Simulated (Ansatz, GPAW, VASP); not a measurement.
MgB2: 3 runs at one level of theory

```
Mg B
1.0
     3.08500    0.00000    0.00000
    -1.54250    2.67169    0.00000
     0.00000    0.00000    3.52300
Mg B
1 2
Direct
  0.00000 0.00000 0.00000
  0.66667 0.33333 0.50000
  0.33333 0.66667 0.50000
```

Alike in all runs: task single point; functional PBE; k mesh 10 × 10 × 8; occupations gaussian, width 0.1 eV; no spin polarisation; no spin-orbit coupling. Pressure is positive in compression and, in plane waves, holds the error of the finite cutoff, which Ansatz's Pulay term estimates and takes out.

| program and potentials | plane-wave cutoff (eV) | notes | pressure (GPa) |
| --- | --- | --- | --- |
| Ansatz, Ansatz PAW | 420 | 5.33 valence electrons an atom on average; Pulay term of +0.18 GPa included | -0.90 |
| GPAW, GPAW PAW data sets (gpaw-data 1.2.1) | 800 | 5.33 valence electrons an atom on average | -1.16 |
| VASP, PBE PAW files B, Mg, 500 eV | 500 | 2.67 valence electrons an atom on average | ? |

**Question.** Estimate from the other rows what the run with VASP, PBE PAW files B, Mg, 500 eV gave.

**Answer.** Pressure -1.14 GPa. The other rows, which needn't bracket it: pressure -1.16 to -0.90.
